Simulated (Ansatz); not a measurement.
Born–Oppenheimer molecular dynamics of a periodic cell of 17 atoms, TiSi16 (host Si, host structure diamond, interstitial Ti). It goes on from the last frame of an earlier run, with new velocities.

These are results of DFT PBE, scalar-relativistic, plane waves, PAW (Ansatz 0.2.0), not measurements. Settings: PAW set soft_1, cutoff 250 eV, k mesh 2x2x2, fermi-dirac smearing 0.05 eV, no spin polarisation.

```
ensemble                      : NVE (velocity Verlet)
time step                     : 2 fs
steps asked                   : 200
starting velocities drawn for : 1260 K
seed                          : 522533
```

Frames 10 fs apart, positions in Å, forces in eV/Å.

Velocities at 160 fs (Å/ps):

```
Si -10.62 -1.42 -3.94
Si 6.68 -0.86 1.82
Si -9.86 13.59 0.39
Si 4.04 -0.14 2.43
Si 0.62 3.37 11.50
Si 6.32 -4.16 -12.20
Si 3.32 -1.66 -6.04
Si -1.33 2.11 -0.95
Si -5.45 5.03 -10.22
Si 10.15 -5.26 -3.21
Si 4.69 -3.79 2.81
Si -6.68 -1.64 -0.93
Si -4.53 1.69 -1.67
Si 0.05 -1.45 -7.40
Si 1.96 0.59 8.18
Si -7.55 4.00 8.11
Ti 4.81 -5.87 6.64
```

```xyz
17
Lattice="0.0000 5.4300 5.4300 5.4300 0.0000 5.4300 5.4300 5.4300 0.0000" Properties=species:S:1:pos:R:3:forces:R:3 time_fs=160 energy_less_start_eV=0.061 T=1231
Si 0.030 0.082 -0.098 -0.05 -0.81 0.54
Si 1.372 1.059 1.476 0.90 0.51 -0.43
Si 2.758 2.410 0.124 -0.03 0.90 -0.94
Si 4.157 4.028 1.194 -0.62 -0.49 -0.39
Si 2.820 -0.184 2.795 0.04 0.20 0.44
Si 3.897 1.439 4.407 -0.62 0.19 -0.67
Si 5.174 2.870 2.909 0.83 1.24 0.60
Si 6.850 4.049 4.204 -0.19 -0.87 1.02
Si 0.212 2.490 2.862 -1.35 -0.95 -1.07
Si 1.317 4.125 3.759 1.62 1.16 1.06
Si 2.854 5.469 2.439 -0.58 1.12 0.56
Si 4.214 6.613 4.098 -0.82 -0.58 0.79
Si 2.761 3.217 5.347 -1.38 -0.87 -0.10
Si 4.234 3.811 6.882 1.05 0.73 1.20
Si 5.605 5.466 5.757 -0.07 -0.23 -2.45
Si 6.762 7.277 6.831 1.39 0.25 -0.56
Ti 5.403 5.865 8.160 -0.13 -1.50 0.41
17
Lattice="0.0000 5.4300 5.4300 5.4300 0.0000 5.4300 5.4300 5.4300 0.0000" Properties=species:S:1:pos:R:3:forces:R:3 time_fs=170 energy_less_start_eV=0.203 T=1163
Si -0.066 0.054 -0.122 1.61 -0.67 1.40
Si 1.448 1.058 1.483 -0.22 0.47 -0.96
Si 2.663 2.554 0.112 0.78 -0.48 -0.71
Si 4.184 4.019 1.209 -1.03 -0.29 -0.66
Si 2.828 -0.149 2.911 0.16 -0.30 -0.76
Si 3.941 1.412 4.281 -1.66 1.94 0.67
Si 5.219 2.875 2.863 0.35 1.14 1.32
Si 6.831 4.057 4.213 -0.65 -0.42 0.95
Si 0.137 2.522 2.748 -0.50 -1.15 0.33
Si 1.439 4.089 3.743 0.01 0.48 0.29
Si 2.889 5.450 2.475 -0.71 1.10 0.20
Si 4.138 6.593 4.104 0.01 0.54 1.05
Si 2.697 3.212 5.331 -0.24 -1.93 0.73
Si 4.249 3.812 6.829 0.08 1.27 0.83
Si 5.622 5.470 5.794 -0.31 0.06 -2.61
Si 6.715 7.320 6.898 2.04 -0.19 -1.29
Ti 5.451 5.790 8.227 0.26 -1.58 -0.79
17
Lattice="0.0000 5.4300 5.4300 5.4300 0.0000 5.4300 5.4300 5.4300 0.0000" Properties=species:S:1:pos:R:3:forces:R:3 time_fs=180 energy_less_start_eV=0.373 T=1082
Si -0.111 0.005 -0.102 1.93 0.18 0.89
Si 1.517 1.074 1.459 -0.77 0.40 -0.80
Si 2.595 2.682 0.077 1.48 -1.98 0.20
Si 4.177 3.999 1.204 -1.25 0.00 -0.18
Si 2.841 -0.125 3.002 -0.35 -0.78 -1.55
Si 3.935 1.446 4.176 -0.76 1.99 1.45
Si 5.276 2.918 2.861 -0.13 0.51 1.24
Si 6.790 4.052 4.252 -0.72 0.63 -0.01
Si 0.046 2.515 2.645 0.58 -1.13 1.52
Si 1.562 4.072 3.736 -1.36 -0.06 -0.45
Si 2.902 5.470 2.518 -0.48 0.97 -0.53
Si 4.062 6.591 4.146 0.67 1.26 0.89
Si 2.625 3.143 5.341 0.96 -1.94 1.70
Si 4.265 3.856 6.802 -0.97 1.42 -0.16
Si 5.628 5.476 5.745 -0.54 0.52 -1.63
Si 6.735 7.355 6.924 1.64 -1.21 -1.06
Ti 5.503 5.685 8.279 0.08 -0.77 -1.52
17
Lattice="0.0000 5.4300 5.4300 5.4300 0.0000 5.4300 5.4300 5.4300 0.0000" Properties=species:S:1:pos:R:3:forces:R:3 time_fs=190 energy_less_start_eV=0.187 T=1170
Si -0.091 -0.038 -0.053 1.67 0.82 -0.10
Si 1.561 1.103 1.409 -1.01 0.04 -0.08
Si 2.576 2.744 0.048 1.36 -2.44 0.57
Si 4.129 3.981 1.193 -0.68 0.39 0.74
Si 2.843 -0.125 3.041 -0.47 -0.46 -1.67
Si 3.903 1.545 4.117 0.51 0.44 1.03
Si 5.329 2.977 2.896 -0.61 -0.51 -0.20
Si 6.727 4.066 4.291 0.11 1.10 -0.70
Si -0.028 2.470 2.590 0.75 -0.47 1.40
Si 1.643 4.050 3.719 -1.09 -0.96 0.21
Si 2.898 5.522 2.543 -0.15 0.79 -0.83
Si 4.007 6.629 4.215 0.89 1.24 0.04
Si 2.583 3.013 5.402 1.46 -0.17 0.55
Si 4.252 3.946 6.774 -1.06 0.61 -0.12
Si 5.616 5.500 5.641 -0.80 1.12 -0.08
Si 6.808 7.349 6.917 0.02 -2.20 0.64
Ti 5.556 5.566 8.302 -0.92 0.66 -1.40
17
Lattice="0.0000 5.4300 5.4300 5.4300 0.0000 5.4300 5.4300 5.4300 0.0000" Properties=species:S:1:pos:R:3:forces:R:3 time_fs=200 energy_less_start_eV=0.249 T=1141
Si -0.015 -0.056 -0.006 0.91 0.56 -0.80
Si 1.571 1.132 1.357 -1.02 -0.41 0.84
Si 2.600 2.728 0.035 0.07 -1.19 0.14
Si 4.059 3.976 1.207 0.45 1.10 1.17
Si 2.830 -0.139 3.025 -0.12 0.38 -1.33
Si 3.886 1.658 4.093 0.95 -1.25 0.15
Si 5.362 3.019 2.926 -0.92 -1.22 -1.47
Si 6.671 4.115 4.309 1.56 0.40 -0.47
Si -0.078 2.411 2.582 0.53 0.62 0.69
Si 1.688 3.997 3.708 -0.44 -1.50 0.92
Si 2.889 5.601 2.543 0.11 0.22 -0.22
Si 3.982 6.708 4.285 0.84 0.54 -1.32
Si 2.592 2.878 5.481 1.62 1.83 -0.93
Si 4.203 4.056 6.742 -0.62 -0.40 0.31
Si 5.577 5.561 5.534 -0.78 1.38 1.39
Si 6.881 7.269 6.932 -1.59 -2.46 1.94
Ti 5.590 5.458 8.297 -1.56 1.39 -1.00
17
Lattice="0.0000 5.4300 5.4300 5.4300 0.0000 5.4300 5.4300 5.4300 0.0000" Properties=species:S:1:pos:R:3:forces:R:3 time_fs=210 energy_less_start_eV=0.242 T=1143
Si 0.091 -0.056 0.013 -0.32 -0.30 -1.27
Si 1.547 1.149 1.333 -0.64 -0.46 1.41
Si 2.627 2.672 0.030 -1.01 0.85 0.43
Si 4.003 4.008 1.258 1.07 1.22 0.58
Si 2.812 -0.141 2.964 0.03 0.97 -0.67
Si 3.901 1.730 4.075 0.90 -2.32 -0.46
Si 5.365 3.022 2.909 -0.36 -0.89 -1.34
Si 6.663 4.178 4.310 1.56 -0.27 -0.27
Si -0.108 2.373 2.597 0.56 1.45 0.11
Si 1.716 3.896 3.726 -0.37 -0.81 0.62
Si 2.884 5.684 2.537 0.74 -1.26 1.04
Si 3.986 6.806 4.310 0.67 -0.28 -2.43
Si 2.651 2.799 5.536 0.32 1.67 -0.08
Si 4.134 4.155 6.720 -0.10 -0.92 0.36
Si 5.513 5.667 5.472 0.06 0.33 1.92
Si 6.904 7.112 7.004 -1.81 -0.20 0.19
Ti 5.595 5.377 8.273 -1.31 1.23 -0.12
17
Lattice="0.0000 5.4300 5.4300 5.4300 0.0000 5.4300 5.4300 5.4300 0.0000" Properties=species:S:1:pos:R:3:forces:R:3 time_fs=220 energy_less_start_eV=0.352 T=1091
Si 0.186 -0.065 -0.010 -1.21 -0.90 -1.34
Si 1.501 1.152 1.354 -0.24 0.05 1.12
Si 2.623 2.643 0.040 -0.94 1.83 0.87
Si 3.982 4.079 1.327 1.04 0.46 -0.69
Si 2.794 -0.112 2.881 -0.10 1.11 0.27
Si 3.945 1.726 4.044 0.34 -2.33 -0.09
Si 5.357 2.997 2.848 0.56 -0.10 -0.44
Si 6.706 4.233 4.301 0.43 -0.45 -0.24
Si -0.118 2.383 2.617 0.93 1.89 -0.44
Si 1.731 3.768 3.765 -0.60 0.16 0.01
Si 2.905 5.725 2.565 1.14 -2.35 1.90
Si 4.012 6.895 4.256 0.02 -0.42 -1.81
Si 2.722 2.774 5.586 -0.76 0.16 0.41
Si 4.062 4.223 6.709 0.62 -0.91 0.12
Si 5.452 5.782 5.474 0.83 -1.17 1.42
Si 6.867 6.949 7.082 -1.27 2.52 -2.00
Ti 5.574 5.320 8.246 -0.80 0.45 0.91
17
Lattice="0.0000 5.4300 5.4300 5.4300 0.0000 5.4300 5.4300 5.4300 0.0000" Properties=species:S:1:pos:R:3:forces:R:3 time_fs=230 energy_less_start_eV=0.219 T=1155
Si 0.243 -0.104 -0.077 -1.26 -0.73 -0.56
Si 1.445 1.156 1.411 -0.40 0.56 -0.28
Si 2.588 2.673 0.078 0.00 1.38 0.54
Si 3.997 4.165 1.373 0.98 -0.53 -1.77
Si 2.773 -0.046 2.807 -0.05 0.59 1.27
Si 4.001 1.645 4.011 -0.05 -1.26 0.68
Si 5.367 2.966 2.772 0.74 0.38 0.56
Si 6.764 4.274 4.284 -0.60 -0.37 -0.20
Si -0.097 2.457 2.621 1.18 1.91 -0.93
Si 1.726 3.645 3.805 -0.50 0.81 -0.23
Si 2.959 5.691 2.654 -0.72 -1.75 1.11
Si 4.038 6.972 4.146 -0.58 -0.07 0.79
Si 2.769 2.754 5.647 -0.86 -1.19 -0.21
Si 4.010 4.260 6.702 1.10 -0.66 -0.14
Si 5.416 5.860 5.521 0.55 -1.80 -0.05
Si 6.790 6.865 7.097 0.77 2.73 -1.88
Ti 5.536 5.272 8.237 -0.31 0.01 1.30
17
Lattice="0.0000 5.4300 5.4300 5.4300 0.0000 5.4300 5.4300 5.4300 0.0000" Properties=species:S:1:pos:R:3:forces:R:3 time_fs=240 energy_less_start_eV=0.049 T=1238
Si 0.258 -0.166 -0.161 -0.80 -0.18 0.73
Si 1.375 1.178 1.458 -0.46 0.65 -1.73
Si 2.553 2.749 0.134 0.70 0.58 0.03
Si 4.044 4.235 1.361 0.66 -0.95 -1.82
Si 2.751 0.039 2.774 0.05 -0.35 1.39
Si 4.057 1.521 3.999 0.11 0.29 1.05
Si 5.399 2.949 2.715 0.18 0.56 1.32
Si 6.803 4.301 4.261 -1.14 -0.24 -0.09
Si -0.038 2.593 2.596 0.30 0.94 -0.59
Si 1.705 3.549 3.840 0.11 1.20 0.02
Si 2.989 5.595 2.781 -2.14 -1.31 0.21
Si 4.047 7.047 4.060 -0.40 0.37 2.18
Si 2.789 2.697 5.702 -0.35 -1.40 -0.77
Si 3.994 4.274 6.691 0.70 -0.45 -0.32
Si 5.397 5.878 5.566 -0.12 -1.67 -1.58
Si 6.738 6.871 7.052 2.02 1.44 -0.53
Ti 5.493 5.226 8.252 0.58 0.51 0.49
17
Lattice="0.0000 5.4300 5.4300 5.4300 0.0000 5.4300 5.4300 5.4300 0.0000" Properties=species:S:1:pos:R:3:forces:R:3 time_fs=250 energy_less_start_eV=-0.050 T=1285
Si 0.246 -0.235 -0.222 -0.17 0.32 1.65
Si 1.292 1.222 1.450 0.23 0.28 -1.99
Si 2.541 2.845 0.191 0.78 -0.09 -0.41
Si 4.113 4.273 1.291 -0.19 -0.76 -0.30
Si 2.730 0.113 2.786 -0.23 -0.84 0.43
Si 4.117 1.407 4.024 0.12 1.53 1.23
Si 5.438 2.949 2.701 -0.35 0.52 1.42
Si 6.804 4.320 4.234 -1.12 -0.25 0.05
Si 0.030 2.759 2.551 -1.07 -0.99 -0.04
Si 1.689 3.493 3.875 0.88 1.34 0.50
Si 2.952 5.456 2.917 -1.34 -0.53 -0.29
Si 4.042 7.132 4.042 -0.34 0.03 1.44
Si 2.799 2.596 5.730 0.87 -0.31 -1.38
Si 4.000 4.274 6.670 -0.31 -0.28 -0.39
Si 5.377 5.840 5.560 -0.12 -0.96 -1.87
Si 6.749 6.925 6.988 1.01 -0.60 0.85
Ti 5.461 5.192 8.276 1.34 1.59 -0.87
17
Lattice="0.0000 5.4300 5.4300 5.4300 0.0000 5.4300 5.4300 5.4300 0.0000" Properties=species:S:1:pos:R:3:forces:R:3 time_fs=260 energy_less_start_eV=0.351 T=1092
Si 0.229 -0.293 -0.229 0.72 0.70 1.37
Si 1.217 1.275 1.375 1.02 -0.03 -1.22
Si 2.553 2.939 0.234 0.27 -0.61 -0.80
Si 4.175 4.285 1.213 -1.13 -0.72 1.84
Si 2.701 0.160 2.813 -0.43 -0.61 -0.52
Si 4.179 1.342 4.089 -0.14 1.72 0.76
Si 5.466 2.967 2.734 -0.53 0.08 0.71
Si 6.768 4.331 4.210 -0.47 -0.31 0.19
Si 0.064 2.892 2.504 -1.40 -2.66 0.38
Si 1.699 3.482 3.925 0.57 0.74 0.55
Si 2.871 5.301 3.042 0.35 1.07 -0.96
Si 4.024 7.216 4.073 -0.38 -0.75 0.39
Si 2.838 2.484 5.711 1.72 0.79 -1.51
Si 3.996 4.263 6.636 -0.93 -0.02 -0.17
Si 5.353 5.770 5.493 0.10 0.14 -1.07
Si 6.792 6.960 6.952 -0.75 -1.94 1.64
Ti 5.455 5.189 8.284 1.43 2.42 -1.58
17
Lattice="0.0000 5.4300 5.4300 5.4300 0.0000 5.4300 5.4300 5.4300 0.0000" Properties=species:S:1:pos:R:3:forces:R:3 time_fs=270 energy_less_start_eV=0.735 T=906
Si 0.235 -0.328 -0.191 1.25 0.73 0.38
Si 1.176 1.328 1.260 1.41 -0.07 -0.14
Si 2.574 3.012 0.250 -0.49 -0.96 -1.01
Si 4.200 4.273 1.194 -1.35 -0.52 2.99
Si 2.658 0.187 2.824 -0.15 -0.19 -0.95
Si 4.239 1.333 4.177 0.10 0.70 -0.64
Si 5.476 2.986 2.790 -0.67 -0.67 -0.26
Si 6.718 4.330 4.191 0.63 -0.28 0.21
Si 0.052 2.938 2.471 -1.11 -2.76 0.82
Si 1.726 3.494 3.995 -0.85 -0.38 0.48
Si 2.801 5.183 3.133 1.71 2.84 -1.74
Si 3.994 7.276 4.119 -0.11 -1.19 -0.37
Si 2.928 2.396 5.647 0.24 0.98 0.30
Si 3.963 4.252 6.596 -0.84 0.29 0.17
Si 5.331 5.705 5.391 -0.22 0.95 0.15
Si 6.815 6.933 6.967 -0.52 -1.45 0.93
Ti 5.478 5.233 8.261 0.97 1.98 -1.32
```

Of the whole run (400 fs, mean temperature of the second half 1048 K): The conserved energy stayed within 0.39 meV per atom of its start (net change 0.25 meV per atom), so the integration is sound. A run of 0.4 ps of so small a system gives no equilibrium averages. The plane-wave cutoff is below what these datasets need, so energies and pressures aren't converged. Limits of this set-up: coarse k mesh, a small cell, in which the defect meets its images.

The run took 6.8 min on 1 thread of Arm Neoverse V2, with other jobs on the host, peak memory 0.44 GiB.
